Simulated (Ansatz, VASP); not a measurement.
Al2Au: VASP beside Ansatz

```
Au Al
1.0
     0.00000    3.03948    3.03948
     3.03948    0.00000    3.03948
     3.03948    3.03948    0.00000
Au Al
1 2
Direct
  0.00000 0.00000 0.00000
  0.75000 0.75000 0.75000
  0.25000 0.25000 0.25000
```

Change from the starting cell: a relaxed cell with its volume scaled by 1.04.

Alike in both runs: task single point; functional PBEsol; k mesh 8 × 8 × 8; occupations fermi-dirac, width 0.05 eV; no spin polarisation.

|  | VASP | Ansatz |
| --- | --- | --- |
| version | VASP 6.6.1 | Ansatz 0.2.0 |
| potentials or method | VASP PAW PBE potentials, release 64 (Au, Al) | Ansatz PAW |
| plane-wave cutoff (eV) | 520 | 420 |
| valence electrons in the cell | 17 | 25 |

Ansatz gave:

| Property | Result |
| --- | --- |
| gap on the k mesh at the Fermi level (eV) | none |
| pressure (GPa) | -4.0 |

Task: What did VASP give for the same quantities?

Result: gap on the k mesh at the Fermi level (eV): none; pressure (GPa): -4.2.

A gap of «none» marks a metal or a gap that the smearing closes. With one functional, cell and mesh, what is left measures potentials, basis and numerics. The two sets of potentials don't hold the same shells in valence.

Caveats: the PAW data sets were made with another functional, which shifts forces and pressure a little (VASP); the PAW data sets come from PBE, with cores solved anew for the run's functional, which leaves a small shift of forces and pressure (Ansatz). The runs have no spin-orbit coupling, so splittings on Au are missing.
